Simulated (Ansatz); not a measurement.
# InP (P4_2/mnm) at 2 levels of theory

One geometry, relaxed with PBE; plane waves with PAW potentials in Ansatz, scalar-relativistic. No spin polarisation. Gaps are the least over mesh and band path; pressure is positive in compression.

```cif
data_structure
_symmetry_space_group_name_H-M 'P4_2/mnm'
_symmetry_Int_Tables_number 136
_cell_length_a 7.2773
_cell_length_b 7.2773
_cell_length_c 4.2154
_cell_angle_alpha 90.000
_cell_angle_beta 90.000
_cell_angle_gamma 90.000
_cell_volume 223.25
loop_
_atom_site_label
_atom_site_type_symbol
_atom_site_symmetry_multiplicity
_atom_site_Wyckoff_symbol
_atom_site_fract_x
_atom_site_fract_y
_atom_site_fract_z
_atom_site_occupancy
In1 In 4 f 0.67811 0.67811 0.00000 1
P1 P 4 g 0.81948 0.81948 0.50000 1
```

```csv
level,cutoff (eV),k mesh,gap (eV),pressure (GPa)
PBE,420,6×6×8,0.57,0.0
```

Task: What comes out on the same cell with r2SCAN?

Result:
| level | cutoff (eV) | k mesh | gap (eV) | pressure (GPa) |
| --- | --- | --- | --- | --- |
| r2SCAN | 500 | 6×6×8 | 1.01 | -1.6 |

The cell was found from a structure generator's guess, not taken from experiment.
